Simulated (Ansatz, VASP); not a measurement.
# AlO: VASP beside Ansatz

```
Al O
1.0
     3.95458    0.00000    0.00000
     0.00000    3.95458    0.00000
     0.00000    0.00000    3.95458
Al O
3 3
Direct
  0.50000 0.00000 0.00000
  0.00000 0.50000 0.00000
  0.00000 0.00000 0.50000
  0.00000 0.50000 0.50000
  0.50000 0.00000 0.50000
  0.50000 0.50000 0.00000
```

Alike in both runs: functional PBE; k mesh 10 × 10 × 10; occupations gaussian, width 0.1 eV; no spin polarisation.

Ansatz relaxed the structure, and its values are those at the end. VASP's run is a single point on that final structure, the one shown.

|  | VASP | Ansatz |
| --- | --- | --- |
| version | VASP 6.6.1 | Ansatz 0.2.0 |
| potentials or method | VASP PAW PBE potentials, release 64 (Al, O) | scalar-relativistic, plane waves, PAW |
| plane-wave cutoff (eV) | 520 | 420 |
| valence electrons in the cell | 27 | 27 |

```tsv
	VASP	Ansatz	Ansatz less VASP
gap on the k mesh at the Fermi level (eV)	none	none	-
pressure (GPa)	-0.1	0.0	+0.13
```

A gap of «none» marks a metal or a gap that the smearing closes. With one functional, cell and mesh, what is left measures potentials, basis and numerics.

Caveats: an odd number of electrons without spin polarisation forces a metal; a magnetic or distorted state may lie lower.
